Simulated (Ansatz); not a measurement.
# BaTe (rocksalt structure)

Method: PBEsol, scalar-relativistic; no spin polarisation; PAW, 420 eV, Γ-centred 8×8×8 mesh, 0.05 eV Gaussian smearing; code Ansatz; PAW files: Ansatz's generated set soft_2.

```xyz
2
Lattice="0.0000 3.4709 3.4709 3.4709 0.0000 3.4709 3.4709 3.4709 0.0000" Properties=species:S:1:pos:R:3 pbc="T T T"
Ba    3.4709    3.4709    3.4709
Te    0.0000    0.0000    0.0000
```

The compound is reported in the structure type of the start.

The cell is relaxed to zero pressure at this level.

Elastic constants come from the stress of slightly strained cells with relaxed atoms, in GPa, Voigt order xx, yy, zz, yz, xz, xy in the Cartesian frame of the vectors above.

```
78.2  9.0  9.0  0.0  0.0  0.0
 9.0 78.2  9.0  0.0  0.0  0.0
 9.0  9.0 78.2  0.0  0.0  0.0
 0.0  0.0  0.0 11.0  0.0  0.0
 0.0  0.0  0.0  0.0 11.0  0.0
 0.0  0.0  0.0  0.0  0.0 11.0
```

Problem. Work out the Voigt, Reuss and Hill moduli.

Solution. Voigt: K = (C11 + C22 + C33 + 2(C12 + C13 + C23))/9 = 32 GPa, G = (C11 + C22 + C33 − C12 − C13 − C23 + 3(C44 + C55 + C66))/15 = 20 GPa. Reuss, from the compliances S = C⁻¹: K = 32 GPa, G = 15.1 GPa. Hill means: K = 32 GPa, G = 17.8 GPa.

Problem. And Young's modulus, Poisson's ratio, Pugh's ratio and the anisotropy?

Solution. E = 9KG/(3K + G) = 45 GPa, ν = (3K − 2G)/(6K + 2G) = 0.27, K/G = 1.80 (over the 1.75 that Pugh's rule, made for metals, takes as the line between brittle and ductile), universal anisotropy index 5G_V/G_R + K_V/K_R − 6 = 1.8. The eigenvalues of C are 11.0, 11.0, 11.0, 69, 69, 96 GPa, all positive.

Problem. What sound velocities and Debye temperature follow for a polycrystal?

Solution. With a density of 5.260 g/cm³ (mean mass 132.5 u, 41.81 Å³/atom), K = 32.1 and G = 17.82 GPa from the unrounded constants, v_l = √((K + 4G/3)/ρ) = 3260 m/s and v_t = √(G/ρ) = 1840 m/s. The mean [(1/v_l³ + 2/v_t³)/3]^(−1/3) is 2050 m/s, and θ_D = (ħ/k_B)(6π²/V)^(1/3) v_m ≈ 180 K, with V the volume an atom. This is the low-temperature, elastic estimate.

For a cubic crystal three numbers say it all: C11 = 78.2, C12 = 9.0, C44 = 11.0 GPa. K = (C11 + 2C12)/3 = 32.1 GPa. The two shear moduli are C44 and C′ = (C11 − C12)/2 = 34.6 GPa, so Zener's ratio C44/C′ is 0.32: the crystal is stiffest along ⟨100⟩ and softest along ⟨111⟩. The Cauchy pressure C12 − C44 is -2.0 GPa; pair forces would make it zero if every atom sat on a centre of inversion, as here.

The equation of state, an independent route, gives B0 = 32 GPa, against 32 GPa here.

It took about 60 core-seconds on a shared host.

No spin–orbit coupling, a notable omission for heavy elements.

BaTe comes out as a soft, strongly anisotropic ionic crystal. Compression along ⟨100⟩ works directly against the short-range repulsion between neighbouring Ba and Te ions, which makes C11 large. The C44 shear mainly changes the angles between these contacts and leaves their lengths unchanged to first order, so it meets little resistance. The small Cauchy pressure fits largely central, ionic forces; its negative sign suggests a modest many-body contribution, probably from the compressible, polarisable telluride ion, whose size responds to its surroundings.

The Pugh ratio doesn't support calling the compound ductile. The Voigt and Reuss shear moduli fall on opposite sides of the dividing line, so the verdict depends on how the anisotropy is averaged, and plasticity in rocksalt crystals depends on slip systems and dislocation motion. The agreement with the equation of state supports the bulk modulus but doesn't test the shear constants. The positive eigenvalues establish stability against small homogeneous strains, not against finite-wavelength phonons or transformation to another structure.
